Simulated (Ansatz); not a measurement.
Crystal: SrVO3.

```
CELL_PARAMETERS angstrom
3.84090 0.00000 0.00000
0.00000 3.84090 0.00000
0.00000 0.00000 3.84090
ATOMIC_POSITIONS crystal
Sr 0.50000 0.50000 0.50000
V 0.00000 0.00000 0.00000
O 0.00000 0.00000 0.50000
O 0.00000 0.50000 0.00000
O 0.50000 0.00000 0.00000
```

Base run:

```yaml
Program: Ansatz 0.2.0
Functional: PBE
Potentials_or_basis: Ansatz PAW
Cutoff: 250 eV
Density_cutoff: 1000 eV
k_mesh: 7 × 7 × 7
Occupations: fermi-dirac, width 0.05 eV
Spin: collinear spin, ferromagnetic start
Starting_moments: "[0.0, 2.0, 0.0, 0.0, 0.0] μB"
```

Its results: band gap on the k mesh none (metal or under the smearing width); pressure -0.9 GPa; net moment 0.00 μB per cell.

Task: After a change of settings the same cell gave: band gap on the k mesh none (metal or under the smearing width); pressure 7.3 GPa; net moment 0.00 μB per cell. Which change was it?
A. cutoff from 250 eV to 600 eV; density cutoff from 1000 eV to 2400 eV
B. functional from PBE to RPBE; cutoff from 250 eV to 420 eV (not typed: the program's choice for these potentials)
C. cutoff from 250 eV to 420 eV (not typed: the program's choice for these potentials); k mesh from 7 × 7 × 7 to 12 × 12 × 12

Result: B.

RPBE binds less tightly than PBE, so the same cell stands under more pressure.

Caveats: semilocal functionals often make such compounds metallic where correlation or magnetic order opens a gap, which also shifts bond lengths; the starting moments weren't kept; the pressure holds a Pulay correction of +86.2 GPa for the finite cutoff (some runs); the cutoff lies under the one recommended for these potentials (some runs); the PAW data sets come from PBE, with cores solved anew for the run's functional, which leaves a small shift of forces and pressure (some runs).
